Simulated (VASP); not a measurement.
# Results of a VASP single-point calculation on BaS (zincblende)

POSCAR

```
Ba S
 1.0000000000000000
     0.0000000000000000    3.5194117709000001    3.5194117709000001
     3.5194117709000001    0.0000000000000000    3.5194117709000001
     3.5194117709000001    3.5194117709000001    0.0000000000000000
 Ba  S
   1   1
Cartesian
  0.0000000000000000  0.0000000000000000  0.0000000000000000
  1.7597058854500001  1.7597058854500001  1.7597058854500001
```

* gap between bands v and c: 3.65 eV
* least direct gap: 4.34 eV

Band v is the last that the valence electrons fill when counted band by band, and c is the next. Levels in eV from the top of v:

```
point    v−1      v     c   c+1
    Γ  -0.71  -0.71  3.65  6.18
    X  -0.01  -0.01  4.38  5.58
    W  -0.54   0.00  4.34  5.31
    K  -0.20  -0.14  4.37  5.65
    L  -0.43  -0.43  5.45  6.35
```

Q: Which of these levels of theory gave these results?
A. PBEsol
B. r²SCAN
C. LDA
D. PBE0
E. PBE with spin–orbit coupling
F. HSE06
G. PBE

A: F.

The INCAR was:

```
ENCUT = 520
LHFCALC = .TRUE.
NSW = 0
AEXX = 0.25
IBRION = -1
NELM = 120
HFSCREEN = 0.2079
PREC = Accurate
LCHARG = .FALSE.
ALGO = Normal
SIGMA = 0.01
PRECFOCK = Fast
GGA = PE
ISTART = 1
LASPH = .TRUE.
LWAVE = .FALSE.
LREAL = .FALSE.
EDIFF = 1E-7
NBANDS = 15
ISMEAR = 0
ISIF = 2
```
